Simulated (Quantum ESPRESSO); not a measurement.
A run of Quantum ESPRESSO 7.5:

File pw.in:

```
&CONTROL
  calculation = 'scf'
  prefix = 'pwscf'
  outdir = './tmp'
  pseudo_dir = './pseudo'
  tprnfor = .true.
  tstress = .true.
  disk_io = 'low'
/
&SYSTEM
  ibrav = 0
  nat = 1
  ntyp = 1
  ecutwfc = 84
  nbnd = 15
  input_dft = 'blyp'
  occupations = 'smearing'
  smearing = 'mv'
  degauss = 0.01469973
  nspin = 2
  starting_magnetization(1) = 0.1538
/
&ELECTRONS
  conv_thr = 2d-10
  electron_maxstep = 120
  mixing_beta = 0.3
/
ATOMIC_SPECIES
V     50.9415 V.upf
CELL_PARAMETERS bohr
  -2.8617067568    2.8617067568    2.8617067568
   2.8617067568   -2.8617067568    2.8617067568
   2.8617067568    2.8617067568   -2.8617067568
ATOMIC_POSITIONS bohr
V      0.0000000000    0.0000000000    0.0000000000
K_POINTS automatic
8 8 8 0 0 0
```

Contents of relax.in:

```
&CONTROL
  calculation = 'vc-relax'
  prefix = 'pwscf'
  outdir = './tmp'
  pseudo_dir = './pseudo'
  tprnfor = .true.
  tstress = .true.
  disk_io = 'low'
  nstep = 40
  forc_conv_thr = 0.0001
  etot_conv_thr = 1d-06
/
&SYSTEM
  ibrav = 0
  nat = 1
  ntyp = 1
  ecutwfc = 84
  nbnd = 15
  input_dft = 'blyp'
  occupations = 'smearing'
  smearing = 'mv'
  degauss = 0.01469973
  nspin = 2
  starting_magnetization(1) = 0.1538
/
&ELECTRONS
  conv_thr = 2d-10
  electron_maxstep = 120
  mixing_beta = 0.3
/
&IONS
  ion_dynamics = 'bfgs'
/
&CELL
  cell_dynamics = 'bfgs'
  press = 0
  press_conv_thr = 0.2
/
ATOMIC_SPECIES
V     50.9415 V.upf
CELL_PARAMETERS bohr
  -2.8617067568    2.8617067568    2.8617067568
   2.8617067568   -2.8617067568    2.8617067568
   2.8617067568    2.8617067568   -2.8617067568
ATOMIC_POSITIONS bohr
V      0.0000000000    0.0000000000    0.0000000000
K_POINTS automatic
8 8 8 0 0 0
```

File scf2.in:

```
&CONTROL
  calculation = 'scf'
  prefix = 'pwscf'
  outdir = './tmp'
  pseudo_dir = './pseudo'
  tprnfor = .true.
  tstress = .true.
  disk_io = 'low'
/
&SYSTEM
  ibrav = 0
  nat = 1
  ntyp = 1
  ecutwfc = 84
  nbnd = 15
  input_dft = 'blyp'
  occupations = 'smearing'
  smearing = 'mv'
  degauss = 0.01469973
  nspin = 2
  starting_magnetization(1) = 0.1538
/
&ELECTRONS
  conv_thr = 1d-13
  electron_maxstep = 120
  mixing_beta = 0.3
  startingpot = 'file'
  startingwfc = 'file'
/
ATOMIC_SPECIES
V     50.9415 V.upf
CELL_PARAMETERS bohr
  -2.8547743581    2.8547743581    2.8547743581
   2.8547743581   -2.8547743581    2.8547743581
   2.8547743581    2.8547743581   -2.8547743581
ATOMIC_POSITIONS bohr
V      0.0000000000    0.0000000000    0.0000000000
K_POINTS automatic
8 8 8 0 0 0
```

The input ph.in:

```
phonons of V
&INPUTPH
  prefix = 'pwscf'
  outdir = './tmp'
  tr2_ph = 1d-18
  fildyn = 'dyn'
  niter_ph = 90
  alpha_mix(1) = 0.4
/
-0.0000000000 0.8660254038 -0.0000000000
```

Potentials or basis: PseudoDojo 0.4.1 SR PBE standard.

Command:

```sh
$ OMP_NUM_THREADS=1 mpirun -n 4 pw.x -nk 4 -in pw.in > pw.out
$ OMP_NUM_THREADS=1 mpirun -n 4 pw.x -nk 4 -in relax.in > relax.out
$ OMP_NUM_THREADS=1 mpirun -n 4 pw.x -nk 4 -in scf2.in > scf2.out
$ OMP_NUM_THREADS=1 mpirun -n 4 ph.x -nk 4 -in ph.in > ph.out
```

Hardware: 4 MPI ranks on Intel(R) Xeon(R) Processor @ 2.50GHz (Skylake/Cascade Lake), on a shared host.

Task: How long does it take, and how much memory?

Result: It took 2.1 min on 4 MPI ranks on Intel(R) Xeon(R) Processor @ 2.50GHz (Skylake/Cascade Lake), on a shared host, peak memory 0.36 GiB a rank. Counts: scf iterations 67, k pools 4, bands 15, ion steps 4, k points 29, g dense 9861.
